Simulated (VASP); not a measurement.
Here is a VASP 6.6.1 calculation.

INCAR

```
  PREC = Accurate
  ENCUT = 350
  EDIFF = 1E-7
  ISMEAR = 0
  SIGMA = 0.02
  LREAL = F
  LASPH = T
  NELM = 80
  ALGO = Normal
  ISIF = 2
  LWAVE = F
  LCHARG = F
  GGA = PE
```

The input KPOINTS:

```
Automatic mesh
0
Gamma
  10 10 10
```

The input POSCAR:

```
Si                                      
1.0
    0.0000000000      2.7337428958      2.7337428958
    2.7337428958      0.0000000000      2.7337428958
    2.7337428958      2.7337428958      0.0000000000
  Si            
     2
Direct
     0.7500000000000000    0.7500000000000000    0.7500000000000000
     0.5000000000000000    0.5000000000000000    0.5000000000000000
```

The input KPOINTS_OPT:

```
path GXWKGLUWLK,UX
10
line-mode
reciprocal
 0.0000000000  0.0000000000  0.0000000000  G
 0.5000000000  0.0000000000  0.5000000000  X

 0.5000000000  0.0000000000  0.5000000000  X
 0.5000000000  0.2500000000  0.7500000000  W

 0.5000000000  0.2500000000  0.7500000000  W
 0.3750000000  0.3750000000  0.7500000000  K

 0.3750000000  0.3750000000  0.7500000000  K
 0.0000000000  0.0000000000  0.0000000000  G

 0.0000000000  0.0000000000  0.0000000000  G
 0.5000000000  0.5000000000  0.5000000000  L

 0.5000000000  0.5000000000  0.5000000000  L
 0.6250000000  0.2500000000  0.6250000000  U

 0.6250000000  0.2500000000  0.6250000000  U
 0.5000000000  0.2500000000  0.7500000000  W

 0.5000000000  0.2500000000  0.7500000000  W
 0.5000000000  0.5000000000  0.5000000000  L

 0.5000000000  0.5000000000  0.5000000000  L
 0.3750000000  0.3750000000  0.7500000000  K

 0.6250000000  0.2500000000  0.6250000000  U
 0.5000000000  0.0000000000  0.5000000000  X
```

Potentials or basis: VASP PAW PBE potentials, release 64 (Si).

Command:

```sh
$ cat potpaw_PBE.64/Si/POTCAR > POTCAR
$ mpirun -np 1 vasp_std > vasp.out
```

Question: Predict the pressure.

Answer: 0.0 GPa.

Question: Estimate the band gap along the path.

Answer: 0.62 eV, indirect (least direct gap 2.56 eV).

Levels at the corners of the path, in eV from the valence-band top:
```tsv
point	band 2	band 3	band 4	band 5	band 6	band 7
Γ	0.00	0.00	0.00	2.56	2.56	2.56
X	-7.75	-2.80	-2.80	0.75	0.75	9.94
X	-7.75	-2.80	-2.80	0.75	0.75	9.94
W	-7.59	-3.76	-3.76	4.27	4.27	4.94
W	-7.59	-3.76	-3.76	4.27	4.27	4.94
K	-7.17	-4.20	-2.38	1.23	4.11	7.39
K	-7.17	-4.20	-2.38	1.23	4.11	7.39
Γ	0.00	0.00	0.00	2.56	2.56	2.56
Γ	0.00	0.00	0.00	2.56	2.56	2.56
L	-6.87	-1.18	-1.18	1.47	3.35	3.35
L	-6.87	-1.18	-1.18	1.47	3.35	3.35
U	-7.17	-4.20	-2.38	1.23	4.11	7.39
U	-7.17	-4.20	-2.38	1.23	4.11	7.39
W	-7.59	-3.76	-3.76	4.27	4.27	4.94
W	-7.59	-3.76	-3.76	4.27	4.27	4.94
L	-6.87	-1.18	-1.18	1.47	3.35	3.35
L	-6.87	-1.18	-1.18	1.47	3.35	3.35
K	-7.17	-4.20	-2.38	1.23	4.11	7.39
U	-7.17	-4.20	-2.38	1.23	4.11	7.39
X	-7.75	-2.80	-2.80	0.75	0.75	9.95
```
